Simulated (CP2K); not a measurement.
BAs:

```xyz
2
Lattice="3.3778 0.0000 0.0000 1.6889 2.9253 0.0000 1.6889 0.9751 2.7580" Properties=species:S:1:pos:R:3 pbc="T T T"
As    5.0668    2.9253    2.0685
B     0.0000    0.0000    0.0000
```

Base run:

```yaml
Program: CP2K 2026.2
Functional: HLE16
Potentials_or_basis: GTH_SOC_POTENTIALS As GTH-PBE-q5, B GTH-PBE-q3; DZVP-MOLOPT-SR-GTH basis
Density_cutoff: 6123 eV
k_mesh: 10 × 10 × 10
Occupations: fermi-dirac, width 0.05 eV
Spin: spin-orbit coupling, no magnetisation
```

Its results: pressure -21.0 GPa.

The run is repeated on the same cell with these changes: functional from HLE16 to PBE. What comes out?

Pressure 3.8 GPa.

Caveats: the basis of atomic orbitals isn't converged, which shifts pressures, moduli and gaps; the potentials were made for a functional far from this one (some runs); the potentials were made for another functional, which shifts forces and pressure (some runs).
